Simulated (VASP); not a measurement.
# Ag (P-1) in VASP: single point with revPBE

Aim: the single point of Ag with revPBE.

All numbers are computed with VASP 6.6.1; they aren't measurements. Logs are shortened: lines on timing, memory, paths and dates and some standing lists are left out, and cuts for length are marked.

## Step 1: Starting point

The typed cell holds 2 atoms: a = 5.089 Å, b = 2.775 Å, c = 2.608 Å, α = 71.24°, β = 77.03°, γ = 100.80°.

The cell was built by a generator and needn't be a form met in nature.

## Step 2: Single point, revPBE

INCAR

```
SYSTEM = Ag
PREC     = Accurate       ! precision mode
ENCUT    = 520            ! plane-wave cutoff, eV
EDIFF    = 1E-6           ! SCF threshold, eV
ISMEAR   = -1             ! smearing method
SIGMA    = 0.0442         ! smearing width, eV
LREAL    = .False.        ! projectors in reciprocal space
LASPH    = .True.         ! aspherical terms in the spheres
NELM     = 100            ! most SCF steps
ALGO     = Normal         ! electronic algorithm
ISIF     = 2              ! what is computed and relaxed
LWAVE    = .False.        ! write WAVECAR
LCHARG   = .False.        ! write CHGCAR
GGA      = RE             ! functional
NBANDS   = 18             ! bands
```

KPOINTS

```
Automatic mesh
0
Gamma
  4 7 8
  0 0 0.5
```

POSCAR

```
Ag
1.0
    4.6238442600      0.7258005700      1.9981640000
   -1.6074904100      0.9655647500      2.0448806400
    0.0541641500     -1.6952144300      1.9812126200
Ag
2
Direct
    0.9609020000      0.9127410000      0.0712950000
    0.5232910000      0.5194450000      0.9929960000
```

Potentials or basis: VASP PAW PBE potentials, release 64 (Ag).

Run with:

```
$ cat potpaw_PBE.64/Ag/POTCAR > POTCAR
$ mpirun -np 1 vasp_std > vasp.out
```

OUTCAR:

```text
SYSTEM = Ag
   PREC = Accurate
   ENCUT = 520
   EDIFF = 1E-6
   ISMEAR = -1
   LREAL = .False.
   LASPH = .True.
   NELM = 100
   ISIF = 2
   GGA = RE

 ion  position               nearest neighbor table
   1  0.961  0.913  0.071-   2 2.37   2 2.63   2 2.96   2 3.04   2 3.24   2 3.24
   2  0.523  0.519  0.993-   1 2.37   1 2.63   1 2.96   1 3.04   1 3.24   1 3.24

  LATTYP: Found a triclinic cell.
 ALAT       =     5.0891435015
 B/A-ratio  =     1.3091499798
 C/A-ratio  =     1.7213157824
 COS(alpha) =     0.0101821876
 COS(beta)  =     0.6552364170
 COS(gamma) =     0.7540368658

  Lattice vectors:

 A1 = (  -4.6238442600,  -0.7258005700,  -1.9981640000)
 A2 = (  -6.1771705200,  -1.4554502500,   2.0279292600)
 A3 = (  -3.1246821500,   1.6990635400,  -8.0054698800)

Analysis of symmetry for initial positions (statically):
=====================================================================
 Subroutine PRICEL returns:
 Original cell was already a primitive cell.

 Routine SETGRP: Setting up the symmetry group for a
 triclinic supercell.

 Subroutine GETGRP returns: Found  2 space group operations
 (whereof  1 operations were pure point group operations)
 out of a pool of  2 trial point group operations.

The static configuration has the point symmetry C_1 .
 The point group associated with its full space group is S_2 .

Analysis of symmetry for dynamics (positions and initial velocities):
=====================================================================
 Subroutine PRICEL returns:
 Original cell was already a primitive cell.

 Routine SETGRP: Setting up the symmetry group for a
 triclinic supercell.

 Subroutine GETGRP returns: Found  2 space group operations
 (whereof  1 operations were pure point group operations)
 out of a pool of  2 trial point group operations.

The dynamic configuration has the point symmetry C_1 .
 The point group associated with its full space group is S_2 .

 Subroutine INISYM returns: Found  2 space group operations
 (whereof  1 operations are pure point group operations),
 and found     1 'primitive' translations

----------------------------------------------------------------------------------------

                                     Primitive cell

  volume of cell :      32.6065

  direct lattice vectors                    reciprocal lattice vectors
     4.623844260  0.725800570  1.998164000     0.164982690  0.101070164  0.081969725
    -1.607490410  0.965564750  2.044880640    -0.147985485  0.277631851  0.241600030
     0.054164150 -1.695214430  1.981212620    -0.013653162 -0.388488723  0.172706261

  length of vectors
     5.089143502  2.774504917  2.608043168     0.210127347  0.396673320  0.425367311

  position of ions in fractional coordinates (direct lattice)
     0.960902000  0.912741000  0.071295000
     0.523291000  0.519445000  0.992996000

  ion indices of the primitive-cell ions
   primitive index   ion index
                 1           1
                 2           2

----------------------------------------------------------------------------------------

 KPOINTS: Automatic mesh

Automatic generation of k-mesh.
 Grid dimensions read from file:
 generate k-points for:    4    7    8

 Generating k-lattice:

  Cartesian coordinates                     Fractional coordinates (reciprocal lattice)
     0.041245672  0.025267541  0.020492431     0.250000000  0.000000000  0.000000000
    -0.021140784  0.039661693  0.034514290     0.000000000  0.142857143  0.000000000
    -0.001706645 -0.048561090  0.021588283    -0.000000000  0.000000000  0.125000000

  Length of vectors
     0.052531837  0.056667617  0.053170914

  Shift w.r.t. Gamma in fractional coordinates (k-lattice)
     0.000000000  0.000000000  0.500000000

 Subroutine IBZKPT returns following result:
 ===========================================

 Found    112 irreducible k-points:

 Following reciprocal coordinates:
            Coordinates               Weight
 -0.000000 -0.000000  0.062500      2.000000
  0.250000 -0.000000  0.062500      2.000000
  0.500000 -0.000000  0.062500      2.000000
 -0.250000 -0.000000  0.062500      2.000000
 -0.000000  0.142857  0.062500      2.000000
  0.250000  0.142857  0.062500      2.000000
[... 16 lines left out ...]
  0.500000 -0.285714  0.062500      2.000000
 -0.250000 -0.285714  0.062500      2.000000
 [... further k-points ...]
   k-points           NKPTS =    112   k-points in BZ     NKDIM =    112   number of bands    NBANDS=     18
   number of dos      NEDOS =    301   number of ions     NIONS =      2
   total plane-waves  NPLWV =  19200
   dimension x,y,z NGX =    40 NGY =   24 NGZ =   20
   dimension x,y,z NGXF=    80 NGYF=   48 NGZF=   40
   ions per type =               2
   NGX,Y,Z   is equivalent  to a cutoff of  13.07, 14.38, 12.75 a.u.
   NGXF,Y,Z  is equivalent  to a cutoff of  26.13, 28.76, 25.50 a.u.
 SYSTEM =  Ag
   PREC   = accura    normal or accurate (medium, high low for compatibility)
   ISTART =      0    job   : 0-new  1-cont  2-samecut
   ICHARG =      2    charge: 1-file 2-atom 10-const
   ISPIN  =      1    spin polarized calculation?
   LNONCOLLINEAR =      F non collinear calculations
   LSORBIT =      F    spin-orbit coupling
   LASPH  =      T    aspherical Exc in radial PAW
   ENCUT  =  520.0 eV  38.22 Ry    6.18 a.u.   9.46  5.16  4.85*2*pi/ulx,y,z
   NELM   =    100;   NELMIN=  2; NELMDL= -5     # of ELM steps
   EDIFF  = 0.1E-05   stopping-criterion for ELM
   LREAL  =      F    real-space projection
   EDIFFG = 0.1E-04   stopping-criterion for IOM
   NSW    =      0    number of steps for IOM
   IBRION =     -1    ionic relax: 0-MD 1-quasi-New 2-CG
   NFREE  =      0    steps in history (QN), initial steepest desc. (CG)
   ISIF   =      2    stress and relaxation
   ISYM   =      2    0-nonsym 1-usesym 2-fastsym
   POTIM  = 0.5000    time-step for ionic-motion
   TEBEG  =    0.0;   TEEND  =   0.0 temperature during run
   PSTRESS=    0.0 pullay stress
   NELECT =      22.0000    total number of electrons
   NUPDOWN=      -1.0000    fix difference up-down
   EMIN   =  10.00;   EMAX   =-10.00  energy-range for DOS
   EFERMI =   0.00;   METHOD = LEGACY
   ISMEAR =    -1;   SIGMA  =   0.04  broadening in eV -4-tet -1-fermi 0-gaus
   EFERMI_NEDOS =   21; number of points for ismear=-14 and -15
   IALGO  =     38    algorithm
   IMIX   =      4    mixing-type and parameters
     AMIX     =   0.40;   BMIX     =  1.00
     AMIX_MAG =   1.60;   BMIX_MAG =  1.00
  volume/ion in A,a.u.               =      16.30       110.02
  Fermi-wavevector in a.u.,A,eV,Ry     =   1.435868  2.713397 28.051365  2.061717
  Thomas-Fermi vector in A             =   2.555119
   LORBIT       =      0    0 simple, 1 ext, 2 COOP (PROOUT), +10 PAW based schemes
   GGA     = RE    functional components
   LHFCALC =     F    Hartree Fock is set to
   AEXX    =    0.0000 exact exchange contribution
   IVDW    =     0    specifies the selected vdW correction
   LEPSILON=     F    determine dielectric tensor
   LRPA    =     F    only Hartree local field effects (RPA)
 non-spin polarized calculation
  energy-cutoff  :      520.00
  volume of cell :       32.61
 maximum number of plane-waves:       891
 NGX is ok and might be reduce to    40
   NGX = 19   NGY = 11   NGZ =  9

 number of electron      22.0000001 magnetization

 Free energy of the ion-electron system (eV)
  ---------------------------------------------------
  ext. energy  EPLUGINS =         0.00000000
  ---------------------------------------------------
  free energy    TOTEN  =        -3.47473983 eV

  energy without entropy =       -3.47194739  energy(sigma->0) =       -3.47334361

 E-fermi :   9.2554     XC(G=0): -12.3115

 val. band max:        9.2480570805   @ k =  -0.2500  -0.1429   0.3125
 cond. band min:       9.2927768989   @ k =  -0.2500  -0.2857   0.1875
 fundamental gap:      0.0447198184
 Fermi energy:         9.2553907293

 k-point     1 :      -0.0000   -0.0000    0.0625
  band No.  band energies     occupation
      1       1.1813      2.00000
      2       2.1793      2.00000
      3       3.0553      2.00000
      4       3.2413      2.00000
      5       3.4060      2.00000
      6       4.9328      2.00000
[... 10 lines left out ...]
     17      26.7346      0.00000
     18      28.3776      0.00000

 k-point     2 :       0.2500   -0.0000    0.0625
  band No.  band energies     occupation
      1       1.4848      2.00000
      2       2.1958      2.00000
      3       3.0577      2.00000
      4       3.3125      2.00000
      5       3.6173      2.00000
      6       4.7357      2.00000
[... 10 lines left out ...]
     17      26.3974      0.00000
     18      28.2956      0.00000

 k-point     3 :       0.5000   -0.0000    0.0625
  band No.  band energies     occupation
      1       2.2115      2.00000
      2       2.2475      2.00000
      3       3.1149      2.00000
      4       3.3579      2.00000
      5       3.9747      2.00000
      6       4.3149      2.00000
[... 10 lines left out ...]
     17      27.2959      0.00000
     18      29.2801      0.00000

 k-point     4 :      -0.2500   -0.0000    0.0625
  band No.  band energies     occupation
      1       1.7232      2.00000
      2       2.2668      2.00000
      3       3.0527      2.00000
      4       3.2839      2.00000
      5       3.5023      2.00000
      6       4.9023      2.00000
[... 10 lines left out ...]
     17      26.7660      0.00000
     18      27.4901      0.00000

 k-point     5 :      -0.0000    0.1429    0.0625
  band No.  band energies     occupation
      1       1.4964      2.00000
      2       2.2609      2.00000
      3       3.1971      2.00000
      4       3.4574      2.00000
      5       3.5815      2.00000
      6       4.7928      2.00000
[... 10 lines left out ...]
     17      27.1908      0.00000
     18      29.4598      0.00000

 k-point     6 :       0.2500    0.1429    0.0625
  band No.  band energies     occupation
      1       2.0151      2.00000
      2       2.3354      2.00000
      3       3.2275      2.00000
      4       3.5577      2.00000
      5       3.8580      2.00000
      6       4.5391      2.00000
[... 10 lines left out ...]
     17      26.7847      0.00000
     18      28.6538      0.00000

 k-point     7 :       0.5000    0.1429    0.0625
  band No.  band energies     occupation
      1       2.3410      2.00000
      2       2.4575      2.00000
      3       3.1993      2.00000
      4       3.5917      2.00000
      5       3.8354      2.00000
      6       4.1426      2.00000
[... 10 lines left out ...]
     17      27.2403      0.00000
     18      27.8681      0.00000

 k-point     8 :      -0.2500    0.1429    0.0625
  band No.  band energies     occupation
      1       1.7478      2.00000
      2       2.2883      2.00000
      3       3.1603      2.00000
      4       3.4590      2.00000
      5       3.5765      2.00000
      6       4.6278      2.00000
[... 10 lines left out ...]
     17      27.4468      0.00000
     18      28.3803      0.00000
[... 229 lines left out ...]
     17      24.0732      0.00000
     18      26.5346      0.00000

 k-point    20 :      -0.2500   -0.4286    0.0625
  band No.  band energies     occupation
      1       2.1718      2.00000
      2       2.4297      2.00000
      3       2.6568      2.00000
      4       3.6792      2.00000
      5       4.5020      2.00000
      6       4.8537      2.00000
[... 10 lines left out ...]
     17      24.7342      0.00000
     18      25.4611      0.00000

 k-point    21 :       0.0000   -0.2857    0.0625
  band No.  band energies     occupation
      1       2.3122      2.00000
      2       2.5729      2.00000
      3       3.0501      2.00000
      4       3.5749      2.00000
      5       4.1243      2.00000
      6       4.5585      2.00000
[... 10 lines left out ...]
     17      25.8812      0.00000
     18      26.6323      0.00000

 k-point    22 :       0.2500   -0.2857    0.0625
  band No.  band energies     occupation
      1       2.1901      2.00000
      2       2.2344      2.00000
      3       2.8643      2.00000
      4       3.4358      2.00000
      5       4.4878      2.00000
      6       4.8891      2.00000
[... 10 lines left out ...]
     17      26.0816      0.00000
     18      28.2366      0.00000

 k-point    23 :       0.5000   -0.2857    0.0625
  band No.  band energies     occupation
      1       2.1838      2.00000
      2       2.3491      2.00000
      3       2.8161      2.00000
      4       3.5729      2.00000
      5       4.5830      2.00000
      6       4.7979      2.00000
[... 10 lines left out ...]
     17      24.9392      0.00000
     18      26.2143      0.00000

 k-point    24 :      -0.2500   -0.2857    0.0625
  band No.  band energies     occupation
      1       2.2874      2.00000
      2       2.6697      2.00000
      3       3.0202      2.00000
      4       3.8428      2.00000
      5       4.1622      2.00000
      6       4.5429      2.00000
[... 10 lines left out ...]
     17      24.0607      0.00000
     18      25.2002      0.00000

 [... further k-points ...]

------------------------ aborting loop because EDIFF is reached ----------------------------------------

  FORCE on cell =-STRESS in cart. coord.  units (eV):
  Direction    XX          YY          ZZ          XY          YZ          ZX
  --------------------------------------------------------------------------------------
  -------------------------------------------------------------------------------------
  Total        3.9704283      4.8766889      9.5356548      1.9018894     -1.0332467      2.7017341
  in kB      195.0942136    239.6249738    468.5517351     93.4527915    -50.7704572    132.7546197
  external PRESSURE =     301.0903075 kB  Pullay stress =       0.0000000 kB

 VOLUME and BASIS-vectors are now :
 -----------------------------------------------------------------------------
  energy-cutoff  :      520.00
  volume of cell :       32.61
      direct lattice vectors                 reciprocal lattice vectors
     4.623844260  0.725800570  1.998164000     0.164982690  0.101070164  0.081969725
    -1.607490410  0.965564750  2.044880640    -0.147985485  0.277631851  0.241600030
     0.054164150 -1.695214430  1.981212620    -0.013653162 -0.388488723  0.172706261

 POSITION                                       TOTAL-FORCE (eV/Angst)
 -----------------------------------------------------------------------------------
      2.97970      1.45787      3.92774         2.643666      1.715803      2.489191
      1.63840     -0.80198      4.07516        -2.643666     -1.715803     -2.489191
 -----------------------------------------------------------------------------------
    total drift:                               -0.000017      0.000015      0.000011

  FREE ENERGIE OF THE ION-ELECTRON SYSTEM (eV)
  ---------------------------------------------------
  free  energy   TOTEN  =        -3.4747398345 eV

  energy  without entropy=       -3.4719473885  energy(sigma->0) =       -3.47334361
```

Run time: 40 s. Hardware: 1 thread of Intel Xeon Platinum 8488C (Sapphire Rapids), shared host; peak memory 0.18 GiB.

What came out:

| Quantity | Value |
| --- | --- |
| Free energy | -3.4747 eV |
| Pressure | 30.1 GPa |
| Largest force | 4.016 eV/Å |
| Band gap on the k mesh | none (metal or under the smearing width) |

Forces in eV/Å, atoms in the order of the input:
```
Ag   2.644  1.716  2.489
Ag  -2.644 -1.716 -2.489
```

Levels at points of the mesh, in eV from the Fermi level:
```csv
k point,band 9,band 10,band 11,band 12,band 13,band 14
"(0.00, 0.00, 0.06)",-3.64,-3.57,-3.01,-0.30,3.30,14.94
```

Caveat: a pressure of tens of GPa on the cell as given is suspect, and the run, the potentials or the cell itself is likely at fault; the PAW data sets were made with another functional, which shifts forces and pressure a little.
